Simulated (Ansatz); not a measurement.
Wanted: the native input for an Ansatz 0.2.0 run.

```
Task                : single point
Functional          : PBE
Potentials or basis : Ansatz PAW
Cutoff              : 420 eV (not typed: the program's choice for these potentials)
k mesh              : 10 × 10 × 10
Occupations         : fermi-dirac, width 0.05 eV
Spin                : no spin polarisation
```

The system is CdO (Monteponite).

```
Cd O
1.0
     0.00000    2.34950    2.34950
     2.34950    0.00000    2.34950
     2.34950    2.34950    0.00000
Cd O
1 1
Direct
  0.00000 0.00000 0.00000
  0.50000 0.50000 0.50000
```

One way to write it, as run:

input.yaml

```yaml
crystal:
  lattice:
    - [0.0, 2.3495, 2.3495]
    - [2.3495, 0.0, 2.3495]
    - [2.3495, 2.3495, 0.0]
  atoms:
    - { symbol: Cd, position: [0.0, 0.0, 0.0] }
    - { symbol: O, position: [0.5, 0.5, 0.5] }
hamiltonian:
  xc: pbe
  pseudopotentials: { kind: paw }
kpoints:
  mp_grid: { grid: [10, 10, 10] }
scf:
  occupations: { method: fermi_dirac, width: 0.05 }
output:
  forces: true
  stress: true
  eigenvalues: true
```

Potentials or basis: Ansatz PAW.

Command:

```sh
$ ansatz run input.yaml --threads 1 --pin off --max-ram 2560MiB --backend cpu --events-out ev --progress --plain --runs-dir out
```

Results of the run:

- Pressure: 6.1 GPa
- Band gap on the k mesh: none (metal or under the smearing width)

Caveat: the pressure holds a Pulay correction of +0.5 GPa for the finite cutoff; this crystal is a semiconductor, whose small gap the functional closes, so the metal is an error of the method.

Run time: 0.64 s on 1 thread of Intel(R) Xeon(R) 6975P-C (Granite Rapids) (shared host), peak memory 0.31 GiB.
